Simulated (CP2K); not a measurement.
**SnSe2 under changes of volume**

One of the cells (25.726 Å³/atom); the others are scaled copies at fixed shape and fractional positions:

```
CELL_PARAMETERS angstrom
3.81100 0.00000 0.00000
-1.90550 3.30042 0.00000
0.00000 0.00000 6.13600
ATOMIC_POSITIONS crystal
Sn 0.00000 0.00000 0.00000
Se 0.66667 0.33333 0.75100
Se 0.33333 0.66667 0.24900
```

| Quantity | Value |
| --- | --- |
| Program | CP2K 2026.2 |
| Functional | PBE |
| Potentials or basis | POTENTIAL_UZH Sn GTH-PBE-q4, Se GTH-PBE-q6; TZVP-MOLOPT-PBE-GTH basis |
| Density cutoff | 6123 eV |
| k mesh | 8 × 8 × 5 |
| Occupations | fermi-dirac, width 0.05 eV |
| Spin | no spin polarisation |

```csv
volume (Å³/atom),energy over the lowest point (meV/atom),pressure (GPa),gap on the mesh (eV),largest force (eV/Å)
24.182,137.95,12.9,0.81,1.687
24.697,100.12,10.7,0.79,1.436
25.212,?,?,?,?
25.726,44.07,6.9,0.76,0.989
26.241,24.58,5.3,0.73,0.790
26.755,10.06,3.8,0.71,0.605
27.270,0.00,2.5,0.69,0.434
```

What does the run at 25.212 Å³/atom give?

Energy over the lowest point 69.05 meV/atom; pressure 8.7 GPa; gap on the mesh 0.78 eV; largest force 1.204 eV/Å.

Worked out: A Birch-Murnaghan fit of order 3 (a polynomial in V^(-2/3)) to the other rows has no minimum within the range. It gives 69.03 meV/atom at 25.212 Å³/atom, against the run's 69.05, and -dE/dV = 8.7 GPa, against 8.7. A parabola through the other rows of the gap, of slope -0.928 eV per unit of ln V there, gives 0.77 eV, against the run's 0.78.

Energies are extrapolated to zero smearing.

Caveats: spin-orbit coupling is left out, which moves the levels of the heavy elements; an odd mesh through Γ misses points on the zone boundary, where band edges often lie; this functional lacks dispersion, which binds the layers, so the pressure and a relaxed spacing across them are unreliable; the basis of atomic orbitals isn't converged, which shifts pressures, moduli and gaps; forces of over 1 eV/Å show positions far from the minimum, so gaps and moduli don't describe the material at rest (some runs).
